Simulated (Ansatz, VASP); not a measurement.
## CdS in VASP and in Ansatz

```xyz
2
Lattice="0.0000 2.9430 2.9430 2.9430 0.0000 2.9430 2.9430 2.9430 0.0000" Properties=species:S:1:pos:R:3 pbc="T T T"
Cd    0.0000    0.0000    0.0000
S     4.4144    4.4144    4.4144
```

The cell is a database's computed one.

Alike in both runs: task single point; functional PBE; k mesh 7 × 7 × 7; occupations fermi-dirac, width 0.02 eV; no spin polarisation.

```csv
,VASP,Ansatz
version,VASP 6.6.1,Ansatz 0.2.0
potentials or method,"VASP PAW PBE potentials, release 64 (Cd, S), cutoff 520 eV","all-electron LAPW, scalar-relativistic"
```

VASP gave:

- gap on the k mesh at the Fermi level (eV): 1.09
- pressure (GPa): 1.5

**Question.** Estimate Ansatz's values.

**Answer.** gap on the k mesh at the Fermi level (eV): 1.09; pressure (GPa): 1.2.

Ansatz ran all-electron here, so the differences hold the error of VASP's frozen core and of both bases.

Expect the measured gap to be larger: semilocal functionals such as PBE lack the derivative discontinuity.
